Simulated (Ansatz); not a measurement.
## AlN: holes, doping and thermopower

Plane-wave DFT in Ansatz, PBEsol, scalar-relativistic PAW potentials, cutoff 420 eV, no spin-orbit coupling; no spin polarisation. AlN in space group F-43m, which needn't be the usual phase of this composition. Boltzmann transport at 300 K in rigid bands with one relaxation time, bands interpolated from the k mesh 10×10×10; values are means over x, y, z.

| holes (cm⁻³) | size of S (μV/K) | σ/τ (Ω⁻¹ m⁻¹ s⁻¹) |
| --- | --- | --- |
| 10^18 | 741.0 | 2.03e+16 |
| 10^19 | ? | 2.03e+17 |
| 10^20 | 345.0 | 2.02e+18 |
| 10^21 | 155.1 | 1.96e+19 |

Question: Take the lowest doping as non-degenerate: get the effective density of states and the masses, and predict the missing S.

Answer: For parabolic bands and one τ, |S| = (k_B/e)(5/2 − η) with k_B/e = 86.17 μV/K and n = N e^η. The first row gives η = -6.10, N = 44.55×10¹⁹ cm⁻³ and, from N = 2.509×10¹⁹ cm⁻³ × m_d^(3/2), a density-of-states mass of 6.81 mₑ (all valleys and bands together). σ/τ = ne²/m_c gives a conductivity mass of 1.39 mₑ; m_d is 4.9 times m_c, the sign of several valleys, several bands or anisotropy. A decade of doping costs (k_B/e) ln 10 = 198.4 μV/K, which predicts 543 μV/K; the run gave 542.6. The gas is still far from degenerate, so the rule holds. At 10^21 cm⁻³ the rule would give 146 μV/K against 155.1. Scattering that depends on energy changes the 5/2, and whether such doping can be reached wasn't computed.

Cost: about 0.57 core-minutes for the runs cited, on AMD EPYC 9R45 (Zen 5) (shared hosts).